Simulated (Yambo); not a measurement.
A run of Yambo 5.3.0:

Contents of eels12.in:

```
optics
chi
Chimod= "HARTREE"
% BndsRnXd
 1 | 40 |
%
NGsBlkXd= 2 Ry
% LongDrXd
 1 | 1 | 1 |
%
% QpntsRXd
 2 | 2 |
%
% EnRngeXd
 0 | 50 | eV
%
% DmRngeXd
 0.2 | 0.2 | eV
%
ETStpsXd= 200
```

File scf.in:

```
&CONTROL
  calculation = 'scf'
  prefix = 'pwscf'
  outdir = './tmp'
  pseudo_dir = './pseudo'
/
&SYSTEM
  ibrav = 0
  nat = 2
  ntyp = 2
  ecutwfc = 86
  nbnd = 22
  occupations = 'smearing'
  smearing = 'fd'
  degauss = 0.00367493
  force_symmorphic = .true.
/
&ELECTRONS
  conv_thr = 4d-10
  electron_maxstep = 120
  mixing_beta = 0.5
/
ATOMIC_SPECIES
Pb   207.2000 Pb.upf
Se    78.9710 Se.upf
CELL_PARAMETERS angstrom
   0.0000000000    3.0606500000    3.0606500000
   3.0606500000    0.0000000000    3.0606500000
   3.0606500000    3.0606500000    0.0000000000
ATOMIC_POSITIONS crystal
Pb     0.0000000000    0.0000000000    0.0000000000
Se     0.5000000000    0.5000000000    0.5000000000
K_POINTS automatic
8 8 8 0 0 0
```

The input nscf.in:

```
&CONTROL
  calculation = 'nscf'
  prefix = 'pwscf'
  outdir = './tmp'
  pseudo_dir = './pseudo'
/
&SYSTEM
  ibrav = 0
  nat = 2
  ntyp = 2
  ecutwfc = 86
  nbnd = 135
  occupations = 'fixed'
  force_symmorphic = .true.
/
&ELECTRONS
  conv_thr = 1d-08
  diago_full_acc = .true.
  diago_thr_init = 1d-06
/
ATOMIC_SPECIES
Pb   207.2000 Pb.upf
Se    78.9710 Se.upf
CELL_PARAMETERS angstrom
   0.0000000000    3.0606500000    3.0606500000
   3.0606500000    0.0000000000    3.0606500000
   3.0606500000    3.0606500000    0.0000000000
ATOMIC_POSITIONS crystal
Pb     0.0000000000    0.0000000000    0.0000000000
Se     0.5000000000    0.5000000000    0.5000000000
K_POINTS automatic
4 4 4 0 0 0
```

Potentials or basis: PseudoDojo 0.4.1 SR PBE standard.

Run with:

```bash
$ OMP_NUM_THREADS=1 pw.x -in scf.in > scf.out
$ OMP_NUM_THREADS=1 pw.x -in nscf.in > nscf.out
$ cd tmp/pwscf.save; p2y; mv SAVE ../..; cd ../..
$ OMP_NUM_THREADS=1 yambo
$ OMP_NUM_THREADS=1 yambo -F eels12.in -J eels12 -C eels12_out
```

Hardware: 1 thread of Arm Neoverse V1, on a shared host.

Task: Estimate the wall time of this run.

Result: Wall time 2 min on 1 thread of Arm Neoverse V1, on a shared host.
